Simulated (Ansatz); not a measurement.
## MoS2: do energies and stresses tell the same story?

Method: DFT PBE+D3(BJ), scalar-relativistic, plane waves, PAW (Ansatz).

Plane waves to 420 eV, a k mesh through Γ of 18×18×8 on the computed 3-atom cell and Gaussian smearing (0.10 eV); no spin polarisation.

Relaxed cell: P-3m1, a = 3.175 Å, b = 3.175 Å, c = 5.807 Å, α = 90.00°, β = 90.00°, γ = 120.00°, 3 atoms in the primitive cell. This form isn't the usual stable structure of the compound.

Energies at zero smearing and pressures from the stress tensor, at volumes with shape and atoms relaxed:
```tsv
V (Å³/atom)	E − E(first) (meV/atom)	P (GPa)
14.867	0.00	10.28
15.374	-26.68	6.66
15.881	-43.11	3.80
16.388	-51.56	1.59
16.895	-53.90	-0.01
17.402	-51.76	-1.27
17.908	-46.66	-1.97
18.584	-37.17	-2.53
```

Problem. Check P = −dE/dV between neighbouring volumes, and get the bulk modulus from the pressures alone.

Solution. With 1 eV/Å³ = 160.2 GPa:
```
middle V (Å³/atom)  −ΔE/ΔV (GPa) mean P (GPa)
            15.121         8.434         8.470
            15.628         5.193         5.232
            16.135         2.672         2.698
            16.641         0.738         0.790
            17.148        -0.674        -0.644
            17.655        -1.614        -1.624
            18.246        -2.250        -2.255
```

The two differ by 0.05 GPa at most. The mean of two end pressures misses the average over a step by about ΔV² P″/12, up to 0.07 GPa here; with that taken off 0.06 GPa remains, from the smearing term (the stress is the derivative of the free energy), the finite cutoff, the mesh or the relaxation's tolerance. Around V = 16.895 Å³/atom, the two neighbours give B = −V ΔP/ΔV = 16.895 × 2.87 / 1.014 = 47.8 GPa, against B0 = 45.4 GPa from the Birch–Murnaghan fit of the energies, which describes these points poorly (B0' = 10.1).

A ferromagnetic start lost its moments in a first run, so spin was left out; other magnetic orders weren't tried.